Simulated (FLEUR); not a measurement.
Runs of FLEUR MaX-R8.1 (later development tree) on BaS. It takes space group Fm-3m (No. 225, cubic). Conventional cell: a = 6.388 Å, b = 6.388 Å, c = 6.388 Å, α = 90.00°, β = 90.00°, γ = 90.00°. Around Ba (site symmetry m-3m) lie 6 S at 3.19 Å. S (site symmetry m-3m) has 6 Ba at 3.19 Å as nearest neighbours. 

| task | level | cell | gmax | muffin-tin radii | max iterations | mixing factor | mixer | kmax | gap on the mesh (eV) | V0 of scaled cells (Å³/atom) | B0 (GPa) |
| --- | --- | --- | --- | --- | --- | --- | --- | --- | --- | --- | --- |
| band structure | SCAN | as given | 12.7 1/bohr | Ba 2.66, S 2.66 bohr | 60 | 0.05 | Anderson | 4.1 1/bohr | 2.57 | - | - |
| equation of state | SCAN | as given | 12.7 1/bohr | Ba 2.66, S 2.62 bohr | - | - | - | 4.1 1/bohr | - | 33.05 | (a) |
| single point | PBE | atoms moved at random, drawn with an rms of 0.05 Å | 11.8 1/bohr | Ba 2.66, S 2.62 bohr | 60 | 0.05 | Anderson | 3.8 1/bohr | 2.27 | - | - |
| equation of state | PBE | as given | 11.8 1/bohr | Ba 2.66, S 2.62 bohr | - | - | - | 3.8 1/bohr | - | 33.21 | (b) |
| single point | PBE | as given | 11.8 1/bohr | Ba 2.66, S 2.62 bohr | 60 | 0.05 | Anderson | 3.8 1/bohr | 2.26 | - | - |

Alike in all rows: potentials or basis all-electron, FLAPW; no spin polarisation; k mesh 7 × 7 × 7; smearing fermi-dirac 0.05 eV.

Problem. Estimate the missing entries.

Solution. (a) 45; (b) 42.

Caveats: spin-orbit coupling is left out, which moves the levels of the heavy elements (some runs); the meta-GGA is that of a development version, with a GGA for the radial functions and cores and without core tails (some runs); an odd mesh through Γ misses points on the zone boundary, where band edges often lie (some runs).

A k mesh can miss the band edges, and the runs leave out spin-orbit coupling on Ba.
